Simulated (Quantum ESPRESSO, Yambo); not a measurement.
# SiC (F-43m): G0W0 on several meshes in Yambo, part 2 of 2

Wanted: mesh dependence and cost of G0W0 for SiC (F-43m).

Quantum ESPRESSO 7.5 and Yambo 5.3.0; PBE and many-body steps on it, plane waves. Known limits of the many-body steps: not at the basis limit; coarse k mesh.

So far. Step 4 (6×6×6): The gap on the mesh goes from 1.36 eV to 2.01 eV, a correction of +0.64 eV. Step 5 (Empty states on the mesh, 4×4×4 mesh, 58 bands): On this mesh the gap is 1.361 eV.

## Step 6: Conversion and set-up

This step: Yambo 5.3.0; conversion and set-up on PBE, plane waves, norm-conserving pseudopotentials.

Launch:

```
(cd o/x.save; p2y > p2y.log; mv SAVE ../..); yambo > setup.log
```

What it wrote:

```text
 Yambo, version 5.3.0

 [02] CORE Variables Setup
 =========================

  [02.01] Unit cells
  ==================

  Cell kind             :  FCC
  Atoms in the cell     :  Si  C
  number of Si atoms    :  1
  number of C  atoms    :  1

  List of atomic masses
  Mass of Si    :  28.08500
  Mass of C     :  12.01100

  List of atomic coordinates    : [cc]
  Si1       :  0.000000  0.000000  0.000000  order 1
  C1       :  2.058857  2.058857  2.058857  order 2

  Alat factors          :  4.117713  4.117713  4.117713 [a.u.]
  Direct lattice volume :  139.6363 [a.u.]
[...]
==========================================

 IBZ Q-points                                      :   8
 BZ  Q-points                                      :   64

 K/Q-points units:
 rlu = crystal or reduced units; cc = cartesian coordinates; iku = interal k-units

 Q [1]          [rlu]:  0.000000  0.000000  0.000000
 Q [2]          [rlu]: -0.86518E-17 -0.86518E-17  0.25000
 Q [3]          [rlu]:  0.17304E-16  0.17304E-16 -0.50000
[...]
Q [7]          [rlu]:  0.47188E-17 -0.50000     -0.50000
 Q [8]          [rlu]:  0.250000 -0.500000 -0.250000

  [03.01] X indexes
  =================

   [03.01.01] Sigma indexes
   ========================

 [06] Game Over & Game summary
```

The job ended after 2.3 s (1 MPI rank of Intel Xeon 6975P-C (Granite Rapids), shared host; peak memory 0.23 GiB).

## Step 7: 4×4×4

This step: G0W0 on PBE, plane waves, norm-conserving pseudopotentials.

Input file gw11.in:

```
HF_and_locXC
gw0
dyson
ppa
em1d
rim_cut
RandQpts= 1000000
RandGvec= 1 RL
EXXRLvcs= 74 Ry
VXCRLvcs= 296 Ry
Chimod= "HARTREE"
% BndsRnXp
 1 | 58 |
%
NGsBlkXp= 10.5 Ry
% LongDrXp
 1 | 1 | 1 |
%
% GbndRnge
 1 | 58 |
%
DysSolver= "n"
ExtendOut
PPAPntXp= 27.21138 eV
% QPkrange
 1 | 1 | 3 | 6 |
 7 | 7 | 3 | 6 |
%
```

Launch:

```
OMP_NUM_THREADS=1 mpirun -n 8 yambo -F gw11.in -J gw11 -C gw11 > gw11.log
```

What it wrote:

```text
 Yambo, version 5.3.0

 [02] CORE Variables Setup
 =========================

  [... cell, symmetries and grids as in the set-up ...]

  [02.05] Energies & Occupations
  ==============================

  [X] === General ===
  [X] Electronic Temperature                        :  0.000000  0.000000 [eV K]
  [X] Bosonic    Temperature                        :  0.000000  0.000000 [eV K]
  [X] Finite Temperature mode                       : no
  [X] El. density                                   :  0.38662E+24 [cm-3]
  [X] Fermi Level                                   :  9.496070 [eV]

  [X] === Gaps and Widths ===
  [X] Conduction Band Min                           :  1.361356 [eV]
  [X] Valence Band Max                              :  0.000000 [eV]
  [X] Filled Bands                                  :   4
  [X] Empty Bands                                   :    5   58
  [X] Direct Gap                                    :  4.552961 [eV]
  [X] Direct Gap localized at k                     :   7
  [X] Indirect Gap                                  :  1.361356 [eV]
  [X] Indirect Gap between kpts                     :   1   7
  [X] Last valence band width                       :  4.691455 [eV]
  [X] 1st conduction band width                     :  4.861997 [eV]

 [03] Transferred momenta grid and indexing
 ==========================================

 IBZ Q-points                                      :   8
 BZ  Q-points                                      :   64

 K/Q-points units:
 rlu = crystal or reduced units; cc = cartesian coordinates; iku = interal k-units

 Q [1]          [rlu]:  0.000000  0.000000  0.000000
 Q [2]          [rlu]: -0.86518E-17 -0.86518E-17  0.25000
 Q [3]          [rlu]:  0.17304E-16  0.17304E-16 -0.50000
[...]
PP Number of Atomic Species                      :  2
  NLCC RL compoments                               :  12039
  PP Number of Atomic Species                      :  2
  NLCC RL compoments                               :  12039

 [xc] E_xc :  -3.053998 [Ha]
      E_xc :  -6.107996 [Ry]

  Local XC kind (lXC) : Perdew, Burke & Ernzerhof(X)+Perdew, Burke & Ernzerhof(C)
  Non-Local XC kind (nlXC) : Hartree-Fock

  Corrections @ K [1] :  [eV]
 <3|nlXC|3> = -17.57122 -0.21485E-17 <3|lXC|3> = -14.95034 -0.37763E-15
 <4|nlXC|4> = -17.57109  0.88981E-17 <4|lXC|4> = -14.95034  0.000000
 <5|nlXC|5> = -7.437648  0.80113E-17 <5|lXC|5> = -13.20450  0.000000
[...]
Corrections @ K [7] :  [eV]
[...]
<5|nlXC|5> = -6.232446 -0.54861E-18 <5|lXC|5> = -10.47271  0.23602E-16
 <6|nlXC|6> = -5.875214  0.20496E-17 <6|lXC|6> = -10.74820  0.000000

 [08] Dyson equation: Newton solver
 ==================================

  [08.01] G0W0 (W PPA)
  ====================

  [  GW  ] Bands range     :    1   58
  [GW/PPA] G damping       :  0.100000 [eV]

  QP @ state[ 1 ] K range:  1  1
  QP @ state[ 1 ] b range:   3   6
  QP @ state[ 2 ] K range:   7   7
  QP @ state[ 2 ] b range:   3   6

   Sc/G bands                                       :    1   58
   Sc/G damping                                     :  0.100000 ev
   Sc bands terminator                              : no
   Sx RL components                                 :  1471

   QP @ state[ 1 ] K range                          :  1  1
   QP @ state[ 1 ] b range                          :   3   6
   QP @ state[ 2 ] K range                          :   7   7
   QP @ state[ 2 ] b range                          :   3   6
   GF energies kind                                 : Perdew, Burke & Ernzerhof(X)+Perdew, Burke & Ernzerhof(C)
   GF WF`s kind                                     : Perdew, Burke & Ernzerhof(X)+Perdew, Burke & Ernzerhof(C)
   Xs energies kind                                 : Perdew, Burke & Ernzerhof(X)+Perdew, Burke & Ernzerhof(C)
   Xs WF`s kind                                     : Perdew, Burke & Ernzerhof(X)+Perdew, Burke & Ernzerhof(C)

 [11] Game Over & Game summary
```

Wall time 5.6 s (8 MPI ranks); peak memory 2.2 GiB; 35 s of CPU time.

Numbers from this step:

```
G0W0 gap on the points computed              : 1.980 eV
starting gap on the mesh                     : 1.361 eV
k of the valence top                         : 0, 0, 0
k of the conduction bottom                   : 0, -0.5, -0.5
least direct G0W0 gap on the computed points : 5.532 eV
Z at the valence top                         : 0.7990
Z at the conduction bottom                   : 0.8246
```

Against G0W0 in Yambo (6×6×6 mesh, 58 bands, screening to 142.9 eV, Godby-Needs plasmon pole), the gap moves by −0.025 eV.

## Step 8: The runs together

Times are wall times on 8 MPI ranks of Intel Xeon 6975P-C (Granite Rapids), shared host, good to a factor of about two.

| run | mesh | bands | screening cutoff (eV) | DFT gap (eV) | gap on the mesh (eV) | direct (eV) | time |
| --- | --- | --- | --- | --- | --- | --- | --- |
| 6×6×6 | 6×6×6 | 58 | 142.9 | 1.361 | 2.005 | 5.553 | 20 s |
| 4×4×4 | 4×4×4 | 58 | 142.9 | 1.361 | 1.980 | 5.532 | 5.6 s |

## Step 9: Results

```yaml
6x6x6: 2.005 eV
4x4x4: 1.980 eV
known_limits: not at the basis limit; coarse k mesh
```

In words: 4×4×4: −0.025 eV against 6×6×6. Bands and cutoff are finite, so the gap is not at the basis limit. The miss can reach some tenths of an eV and take either sign; the mesh is an error of its own. In the G0W0 runs levels were corrected at 2 k points alone, so a gap called «on the mesh» is the least over those, and an edge elsewhere would be missed.

[Paths, hosts, dates, memory and timing lines, banners, echoed tables and standing remarks are left out of the program output.]

[Logs are printed without paths, hosts, clocks, repeated set-up lines and the standing remarks that a program may print on its own settings, such as how far it seeks lower states.]

[Runs of the session that timed out or met a known fault of the program may be left out.]

[Hosts, paths, dates, database ids (printed as entryN), source tags and the programs' standing remarks are cut or masked in the printed files.]
